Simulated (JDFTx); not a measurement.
Crystal: As.

```
As
1.0
     1.88080    1.08588    3.51406
    -1.88080    1.08588    3.51406
     0.00000   -2.17176    3.51406
As
2
Direct
  0.22600 0.22600 0.22600
  0.77400 0.77400 0.77400
```

```yaml
Program: JDFTx 1.7.0 (patched build)
Task: relaxation of cell and atoms
Functional: AM05
Potentials_or_basis: SG15-PBE-1.2 with smoothed tails
Cutoff: 1088 eV
Density_cutoff: 8708 eV
k_mesh: 3 × 3 × 3
Occupations: fermi-dirac, width 0.05 eV
Spin: no spin polarisation
```

At the start: pressure 2.9 GPa; volume 21.53 Å³/atom.

Task: Where does the relaxation end?

Result: Over 13 steps the energy falls by 33.9 meV/atom and the volume is 21.71 Å³/atom (+0.8 %); space group R-3m (No. 166, to 0.05 Å).

The path:
```
step  energy change (eV)  largest force (eV/Å)  pressure (GPa)  volume (Å³)
   1              0.0000                0.2100            2.87        43.06
   2             -0.0127                0.0678            1.93        43.31
   3             -0.0292                0.0211            0.88        43.67
   4             -0.0470                0.0432           -0.11        44.05
   5             -0.0621                0.0042           -0.67        44.15
   6             -0.0664                0.0865            0.52        43.34
   7             -0.0669                0.0167            0.47        43.24
   8             -0.0674                0.0118            0.23        43.32
   9             -0.0677                0.0127            0.05        43.42
  10             -0.0678                0.0090           -0.07        43.48
  11             -0.0679                0.0030            0.00        43.44
  12             -0.0679                0.0017            0.00        43.43
  13             -0.0679                0.0006            0.00        43.43
```

Final structure:
```yaml
crystal:
  lattice:
    - [1.94217, 1.12131, 3.32347]
    - [-1.94217, 1.12131, 3.32347]
    - [0.00000, -2.24262, 3.32347]
  atoms:
    - { symbol: As, position: [0.22687, 0.22687, 0.22687] }
    - { symbol: As, position: [0.77313, 0.77313, 0.77313] }
```

Caveat: the k mesh is coarse (spacing up to 0.67 Å⁻¹), so the values aren't converged; the potentials were made for another functional, which shifts forces and pressure.
